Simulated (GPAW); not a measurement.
# SiC (Moissanite) (P6_3mc) in GPAW: a series of runs

The runs below take SiC (Moissanite) through relaxation of cell and atoms, single point, with TPSS, LDA.

All numbers are computed with GPAW 26.7.0; they aren't measurements. Logs are shortened: lines on timing, memory, paths and dates and some standing lists are left out, and cuts for length are marked. The log counts tension as positive stress, the text compression.

## (1) The crystal as given

The structure is hexagonal, space group P6_3mc (No. 186). The conventional cell has a = 3.076 Å, b = 3.076 Å, c = 5.048 Å, α = 90.00°, β = 90.00°, γ = 120.00°. Around Si (site symmetry 3m) lie 4 C at 1.87 to 1.94 Å. Around C (site symmetry 3m) lie 4 Si at 1.87 to 1.94 Å.

## (2) Relaxation of cell and atoms, TPSS, target pressure 20 GPa, at which the enthalpy is minimised

The input, run.py:

```python
from ase.filters import FrechetCellFilter
from ase.io import read, write
from ase.optimize import LBFGS
from ase.units import GPa
from gpaw import GPAW, PW

atoms = read('POSCAR')

calc = GPAW(mode=PW(800),
            xc='MGGA_X_TPSS+MGGA_C_TPSS',
            kpts={'size': (7, 7, 4), 'gamma': True},
            occupations={'name': 'fermi-dirac', 'width': 0.05},
            nbands=18,
            convergence={'density': 1e-06, 'energy': 1e-06, 'eigenstates': 1e-10},
            eigensolver='davidson',
            maxiter=150,
            txt='gpaw.txt')
atoms.calc = calc
opt = LBFGS(FrechetCellFilter(atoms, scalar_pressure=20 * GPa), trajectory='relax.traj', logfile='-')
done = opt.run(fmax=0.01, steps=40)
calc.write('gs.gpw')
write('result.traj', atoms)
print('Converged:', done)
print('Cell:', atoms.cell.cellpar().round(4))
print('Volume:', round(atoms.get_volume(), 4))
print(atoms.get_scaled_positions().round(5))
```

The input, POSCAR:

```
SiC
1.0
    3.0760000000      0.0000000000      0.0000000000
   -1.5380000000      2.6638941420      0.0000000000
    0.0000000000      0.0000000000      5.0480000000
Si C
2 2
Direct
    0.6666666667      0.3333333333      0.5000000000
    0.3333333333      0.6666666667      0.0000000000
    0.6666666667      0.3333333333      0.8850000000
    0.3333333333      0.6666666667      0.3850000000
```

Potentials or basis: GPAW PAW data sets (gpaw-data 1.2.1), pw.

Started as:

```console
> OMP_NUM_THREADS=1 python run.py
```

gpaw.txt:

```text
__  _  _
 | _ |_)|_||  |
 |__||  | ||/\| - 26.7.0

Input parameters:
  mode=PW(ecut=800.0),
  convergence={'density': 1e-06, 'energy': 1e-06, 'eigenstates': 1e-10},
  eigensolver=Davidson(niter=2),
  kpts=MonkhorstPack(size=(7, 7, 4), gamma=True),
  maxiter=150,
  nbands=18,
  occupations=Occupations(name='fermi-dirac', width=0.05),
  xc=XC(name='MGGA_X_TPSS+MGGA_C_TPSS')

Diagonalizing LCAO Hamiltonian
Converting LCAO to pw mode

           C

           Si
        C

        Si

Atoms  # Å, Bohr magnetons
|   | symbol |         x |        y |        z |    initial magnetic moments |
|---|--------|-----------|----------|----------|-----------------------------|
| 0 |     Si |  1.538000 | 0.887965 | 2.524000 | ( 0.0000,  0.0000,  0.0000) |
| 1 |     Si | -0.000000 | 1.775929 | 0.000000 | ( 0.0000,  0.0000,  0.0000) |
| 2 |      C |  1.538000 | 0.887965 | 4.467480 | ( 0.0000,  0.0000,  0.0000) |
| 3 |      C | -0.000000 | 1.775929 | 1.943480 | ( 0.0000,  0.0000,  0.0000) |

Unit cell  # Å
| periodic |         x |        y |        z |  lengths |     angles |
|----------|-----------|----------|----------|----------|------------|
|      yes |  3.076000 | 0.000000 | 0.000000 | 3.076000 |  90.000000 |
|      yes | -1.538000 | 2.663894 | 0.000000 | 3.076000 |  90.000000 |
|      yes |  0.000000 | 0.000000 | 5.048000 | 5.048000 | 120.000000 |
[... 133 lines left out ...]
xc functional:
  name: MGGA_X_TPSS+MGGA_C_TPSS with 2 nearest neighbor stencil

convergence criteria:
- Maximum integral of absolute [dens]ity change: 1e-06 electrons / valence electron
- Maximum [total energy] change in last 3 cyles: 1e-06 eV / valence electron
- Maximum integral of absolute [eigenst]ate change: 1e-10 eV^2 / valence electron
maximum number of iterations: 150

SCF iterations
|iter     | |      energy | eigst |  dens |
|---------|-|-------------|-------|-------|
|iter:   1| |  133.293309 | +3.10 |       |
|iter:   2| |  -44.460343 | +0.44 | -0.97 |
|iter:   3| |-46398.049422 | +4.01 | -0.57 |
|iter:   4| |   11.280385 | +2.83 | +1.24 |
|iter:   5| |  -23.224008 | +1.67 | -0.14 |
|iter:   6| |  -41.268048 | +0.42 | -0.93 |
|iter:   7| |  -41.910901 | -1.12 | -1.05 |
|iter:   8| |  -42.963151 | -1.31 | -1.14 |
|iter:   9| |  -42.674129 | -3.30 | -0.82 |
|iter:  10| |  -41.523009 | -0.88 | -0.84 |
|iter:  11| |  -41.681631 | -2.93 | -1.62 |
|iter:  12| |  -41.655080 | -2.61 | -1.50 |
|iter:  13| |  -41.665302 | -2.08 | -1.79 |
|iter:  14| |  -41.655750 | -4.05 | -1.80 |
|iter:  15| |  -41.651102 | -3.48 | -1.97 |
|iter:  16| |  -41.651079 | -4.06 | -2.51 |
|iter:  17| |  -41.651111 | -6.08 | -3.72 |
|iter:  18| |  -41.651112 | -7.25 | -4.07 |
|iter:  19| |  -41.651112c| -8.43 | -4.62 |
|iter:  20| |  -41.651112c| -9.65 | -5.15 |
|iter:  21| |  -41.651112c|-10.55c| -5.45 |
|iter:  22| |  -41.651112c|-11.74c| -6.26c|
[... 536 lines left out ...]
Gap: 2.312 eV
Transition (v -> c):
  (s=0, k=0, n=7, [0.00, 0.00, 0.00]) -> (s=0, k=22, n=8, [0.43, 0.29, 0.00])
Direct/indirect transitions are different
Direct gap: 4.103 eV
Transition at: (s=0, k=19, n=7, [0.43, 0.00, 0.00])

Stress tensor  # eV/Ang^3
|         x |         y |         z |
|-----------|-----------|-----------|
| -0.085108 | -0.000000 |  0.000000 |
| -0.000000 | -0.085108 |  0.000000 |
| -0.000000 |  0.000000 | -0.124653 |

Forces  # eV/Ang
|        x |        y |        z |
|----------|----------|----------|
| -0.00000 | -0.00000 | -0.57158 |  # Si   0
|  0.00000 | -0.00000 | -0.57161 |  # Si   1
| -0.00000 |  0.00000 |  0.57155 |  # C    2
|  0.00000 |  0.00000 |  0.57161 |  # C    3

Interpolating wave functions to new cell

           C

           Si
        C

        Si

Atoms  # Å, Bohr magnetons
|   | symbol |         x |        y |        z |    initial magnetic moments |
|---|--------|-----------|----------|----------|-----------------------------|
| 0 |     Si |  1.511819 | 0.872849 | 2.505147 | ( 0.0000,  0.0000,  0.0000) |
| 1 |     Si | -0.000000 | 1.745698 | 0.029255 | ( 0.0000,  0.0000,  0.0000) |
| 2 |      C |  1.511819 | 0.872849 | 4.353078 | ( 0.0000,  0.0000,  0.0000) |
| 3 |      C | -0.000000 | 1.745698 | 1.877184 | ( 0.0000,  0.0000,  0.0000) |
[... 209 lines left out ...]
Gap: 2.389 eV
Transition (v -> c):
  (s=0, k=0, n=7, [0.00, 0.00, 0.00]) -> (s=0, k=22, n=8, [0.43, 0.29, 0.00])
Direct/indirect transitions are different
Direct gap: 4.151 eV
Transition at: (s=0, k=19, n=7, [0.43, 0.00, 0.00])

Stress tensor  # eV/Ang^3
|         x |         y |         z |
|-----------|-----------|-----------|
| -0.096056 | -0.000000 |  0.000000 |
| -0.000000 | -0.096056 |  0.000000 |
|  0.000000 |  0.000000 | -0.117472 |

Forces  # eV/Ang
|        x |        y |        z |
|----------|----------|----------|
|  0.00000 | -0.00000 | -0.28532 |  # Si   0
| -0.00000 | -0.00000 | -0.28534 |  # Si   1
|  0.00000 |  0.00000 |  0.28531 |  # C    2
|  0.00000 |  0.00000 |  0.28535 |  # C    3

Interpolating wave functions to new cell

           C

           Si
        C

        Si

Atoms  # Å, Bohr magnetons
|   | symbol |         x |        y |        z |    initial magnetic moments |
|---|--------|-----------|----------|----------|-----------------------------|
| 0 |     Si |  1.505135 | 0.868990 | 2.491878 | ( 0.0000,  0.0000,  0.0000) |
| 1 |     Si | -0.000000 | 1.737980 | 0.022949 | ( 0.0000,  0.0000,  0.0000) |
| 2 |      C |  1.505135 | 0.868990 | 4.347057 | ( 0.0000,  0.0000,  0.0000) |
| 3 |      C | -0.000000 | 1.737980 | 1.878129 | ( 0.0000,  0.0000,  0.0000) |
[... 209 lines left out ...]
Gap: 2.454 eV
Transition (v -> c):
  (s=0, k=0, n=7, [0.00, 0.00, 0.00]) -> (s=0, k=22, n=8, [0.43, 0.29, 0.00])
Direct/indirect transitions are different
Direct gap: 4.223 eV
Transition at: (s=0, k=19, n=7, [0.43, 0.00, 0.00])

Stress tensor  # eV/Ang^3
|         x |         y |         z |
|-----------|-----------|-----------|
| -0.123633 | -0.000000 | -0.000000 |
| -0.000000 | -0.123633 |  0.000000 |
| -0.000000 |  0.000000 | -0.124695 |

Forces  # eV/Ang
|       x |       y |        z |
|---------|---------|----------|
| 0.00000 | 0.00000 |  0.00184 |  # Si   0
| 0.00000 | 0.00000 |  0.00183 |  # Si   1
| 0.00000 | 0.00000 | -0.00184 |  # C    2
| 0.00000 | 0.00000 | -0.00183 |  # C    3

Interpolating wave functions to new cell

           C

           Si
        C

        Si

Atoms  # Å, Bohr magnetons
|   | symbol |         x |        y |        z |    initial magnetic moments |
|---|--------|-----------|----------|----------|-----------------------------|
| 0 |     Si |  1.504877 | 0.868841 | 2.491612 | ( 0.0000,  0.0000,  0.0000) |
| 1 |     Si | -0.000000 | 1.737683 | 0.022966 | ( 0.0000,  0.0000,  0.0000) |
| 2 |      C |  1.504877 | 0.868841 | 4.346539 | ( 0.0000,  0.0000,  0.0000) |
| 3 |      C | -0.000000 | 1.737683 | 1.877894 | ( 0.0000,  0.0000,  0.0000) |
[... 217 lines left out ...]
Stress tensor  # eV/Ang^3
|         x |         y |         z |
|-----------|-----------|-----------|
| -0.124538 | -0.000000 | -0.000000 |
| -0.000000 | -0.124538 |  0.000000 |
|  0.000000 |  0.000000 | -0.125392 |

Forces  # eV/Ang
|        x |       y |        z |
|----------|---------|----------|
|  0.00000 | 0.00000 |  0.00188 |  # Si   0
|  0.00000 | 0.00000 |  0.00191 |  # Si   1
| -0.00000 | 0.00000 | -0.00187 |  # C    2
|  0.00000 | 0.00000 | -0.00189 |  # C    3

# Writing to gs.gpw (mode='')
```

It took 4.3 min on 1 thread of INTEL XEON PLATINUM 8581C at 2.30GHz (Emerald Rapids), shared host; peak memory 0.48 GiB.

Results:

| Quantity | Value |
| --- | --- |
| Free energy | -41.5031 eV |
| Relaxed volume | 9.68 Å³/atom |
| Relaxed cell | a = 3.010 Å, b = 3.010 Å, c = 4.937 Å, α = 90.00°, β = 90.00°, γ = 120.00° |
| Space group after relaxing (to 0.05 Å) | P6_3mc (No. 186) |
| Energy change on relaxing (the enthalpy is what falls) | +37.0 meV/atom |
| Ionic steps | 6 |
| Pressure after relaxing | 20.0 GPa |
| Band gap on the k mesh | 2.45 eV, indirect (least direct gap 4.22 eV) |

The path:
```csv
step,energy change (eV),largest force (eV/Å),pressure (GPa),volume (Å³)
1,0.0000,0.7573,3.20,41.36
2,-0.0127,0.4291,5.72,40.89
3,0.0965,0.5716,15.75,39.33
4,0.0975,0.2853,16.53,39.21
5,0.1458,0.0018,19.86,38.75
6,0.1480,0.0019,20.00,38.73
```

Final structure:
```yaml
crystal:
  lattice:
    - [3.00975, 0.00000, 0.00000]
    - [-1.50488, 2.60652, 0.00000]
    - [0.00000, 0.00000, 4.93729]
  atoms:
    - { symbol: Si, position: [0.66667, 0.33333, 0.50465] }
    - { symbol: Si, position: [0.33333, 0.66667, 0.00465] }
    - { symbol: C, position: [0.66667, 0.33333, 0.88035] }
    - { symbol: C, position: [0.33333, 0.66667, 0.38035] }
```

Caveat: later steps reuse the first step's grids; the PAW data sets were made with another functional, which shifts forces and pressure a little; an odd mesh through Γ misses points on the zone boundary, where band edges often lie.

## (3) Single point, LDA

The input, run.py:

```python
from ase.dft.bandgap import bandgap
from ase.io import read, write
from ase.units import GPa
from gpaw import GPAW, PW

atoms = read('POSCAR')

calc = GPAW(mode=PW(650),
            xc='LDA',
            kpts={'size': (8, 8, 4), 'gamma': True},
            occupations={'name': 'fermi-dirac', 'width': 0.05},
            nbands=18,
            convergence={'density': 1e-05, 'energy': 1e-05},
            maxiter=80,
            txt='gpaw.txt')
atoms.calc = calc
energy = atoms.get_potential_energy()
forces = atoms.get_forces()
stress = atoms.get_stress()
calc.write('gs.gpw')
write('result.traj', atoms)
print(f'Energy: {energy:.6f} eV')
print('Forces (eV/A):')
print(forces.round(4))
print('Stress (GPa):', (stress / GPa).round(3))
print('Fermi level:', round(calc.get_fermi_level(), 4), 'eV')
print(f'Gap: {bandgap(calc)[0]:.4f} eV, direct: {bandgap(calc, direct=True)[0]:.4f} eV')
```

POSCAR is that of step 2.

Potentials or basis: the program's PAW data sets (release 1.2.1) made for this functional, pw.

Started as:

```console
> OMP_NUM_THREADS=1 python run.py
```

It took 16 s on 1 thread of Arm Neoverse V1, shared host; peak memory 0.16 GiB.

The run converged. Its results:

- Free energy: -33.1382 eV
- Pressure: -2.7 GPa
- Largest force: 0.746 eV/Å
- Band gap on the k mesh: 2.47 eV, indirect (least direct gap 3.98 eV)

Forces on the atoms (eV/Å):
```
Si   0.000  0.000  0.746
Si   0.000  0.000  0.746
C    0.000  0.000 -0.746
C    0.000  0.000 -0.746
```

Stress tensor (GPa, compression positive):
```
-1.17  0.00  0.00
 0.00 -1.17  0.00
 0.00  0.00 -5.67
```

Levels at points of the mesh, in eV from the valence-band top:
```tsv
k point	band 4	band 5	band 6	band 7	band 8	band 9	band 10	band 11	band 12	band 13
(0.00, 0.00, 0.00)	-1.55	-1.55	-0.27	-0.27	0.00	4.60	6.07	6.40	6.40	7.48
(0.00, 0.00, 0.50)	-4.44	-0.96	-0.96	-0.96	-0.96	5.67	5.67	7.08	7.08	7.08
(0.50, 0.50, 0.00)	-6.54	-5.45	-3.55	-3.29	-1.49	2.49	4.12	6.69	7.12	9.59
(0.50, 0.50, 0.50)	-8.47	-2.69	-2.69	-2.34	-2.34	3.10	3.10	4.89	4.89	10.29
```

Caveat: the cutoff is short for stress and forces, so pressures can be off by a GPa or more. Expect the measured gap to be larger: semilocal functionals such as LDA lack the derivative discontinuity.
